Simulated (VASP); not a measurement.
Wanted: the native input for a VASP 6.6.1 run.

* Task: relaxation of cell and atoms
* Functional: PBE
* Potentials or basis: VASP PAW PBE potentials, release 64 (Sn_d, Ge_d)
* Cutoff: 600 eV
* k mesh: 6 × 6 × 6
* Occupations: gaussian, width 0.03 eV
* Spin: no spin polarisation
* Further INCAR settings: ALGO = Normal; EDIFF = 1e-07; IBRION = 2; EDIFFG = -0.005; NSW = 90; ISIF = 3

The structure of SnGe15 lies in POSCAR:

```
SnGe15                                  
1.0
   -0.0000000000      5.8218689009     -5.8218689009
    5.8218689009      5.8218689009     -0.0000000000
    5.8218689009      0.0000000000     -5.8218689009
  Sn              Ge            
     1    15
Direct
     0.5000000000000000    0.0000000000000000    0.5000000000000000
     0.4995686237064344    0.5004313762935655    0.4995686237064344
     0.0004313762935656    0.9995686237064345    0.4995686237064344
     0.0004313762935656    0.5004313762935655    0.4995686237064344
     0.4995686237064344    0.9995686237064345    0.0004313762935656
     0.4995686237064344    0.5004313762935655    0.0004313762935656
     0.0004313762935656    0.9995686237064345    0.0004313762935656
     0.0000000000000000    0.5000000000000000    0.0000000000000000
     0.3706110654089135    0.3881668037732591    0.3706110654089135
     0.3706110654089135    0.8706110654089139    0.3706110654089135
     0.8751566993991156    0.3751566993991156    0.3745299018026534
     0.8881668037732592    0.8706110654089139    0.3706110654089135
     0.3745299018026534    0.3751566993991156    0.8751566993991156
     0.3706110654089135    0.8706110654089139    0.8881668037732592
     0.8751566993991156    0.3751566993991156    0.8751566993991156
     0.8751566993991156    0.8745299018026533    0.8751566993991156
```

The cell was built by a generator and needn't be a form met in nature.

One way to write it, as run:

INCAR

```
SYSTEM = SnGe15
ALGO = Normal ; EDIFF = 1E-7
EDIFFG = -0.005 ; ENCUT = 600
GGA = PE ; IBRION = 2
ISIF = 3 ; ISMEAR = 0
KPAR = 4 ; LASPH = .TRUE.
LCHARG = .FALSE. ; LREAL = .FALSE.
LWAVE = .FALSE. ; NELM = 80
NSW = 90 ; PREC = Accurate
SIGMA = 0.03
```

KPOINTS

```
k-points
0
G
  6 6 6
  0 0 0
```

Potentials or basis: VASP PAW PBE potentials, release 64 (Sn_d, Ge_d).

Command:

```bash
$ cat potpaw_PBE.64/Sn_d/POTCAR potpaw_PBE.64/Ge_d/POTCAR > POTCAR
$ mpirun -np 4 vasp_std > vasp.out
```

Results of the run:

- Relaxed volume: 24.66 Å³/atom
- Relaxed cell: a = 8.233 Å, b = 8.233 Å, c = 8.233 Å, α = 60.00°, β = 60.00°, γ = 60.00°
- Space group after relaxing (to 0.05 Å): F-43m (No. 216)
- Energy gained by relaxing: 0.0 meV/atom
- Ionic steps: 2
- Pressure after relaxing: 0.0 GPa
- Band gap on the k mesh: none (metal or under the smearing width)

Run time: 11 min on 4 MPI ranks on Intel(R) Xeon(R) 6975P-C (Granite Rapids), with other jobs on the host, peak memory 1.3 GiB a rank.
